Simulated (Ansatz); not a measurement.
Fe in several cubic structure types, each at its own equilibrium volume.

These are results of Ansatz, PBE, plane waves, PAW datasets (generated soft set 1), not measurements.

Settings: cutoff 420 eV; no spin polarisation; Fermi–Dirac smearing of 0.0612 eV; k-meshes 55³ (bcc), 38³ (diamond), 54³ (fcc).

Q: Rank the structures by energy per atom, lowest first.
A. diamond
B. fcc
C. bcc

A: B (0.0 meV/atom), C (310 meV/atom), A (1118 meV/atom).

Q: Give the equilibrium volume and bulk modulus of each.

A: 
```json
{"structure": "bcc", "V₀ (Å³/atom)": "10.50", "B₀ (GPa)": "267"}
{"structure": "diamond", "V₀ (Å³/atom)": "14.47", "B₀ (GPa)": "156"}
{"structure": "fcc", "V₀ (Å³/atom)": "10.26", "B₀ (GPa)": "285"}
```

Only these cubic types are compared here; the real ground state can be another structure or magnetic.

Model structures, not the usual forms at ambient conditions (metastable or hypothetical): Fe (diamond type), Fe (fcc type). The real material is magnetic: without spin this is a model state, and volume, stiffness and gap can lie far from those of the magnetic ground state. Spin polarisation is left out, and a magnetic state may lie lower.
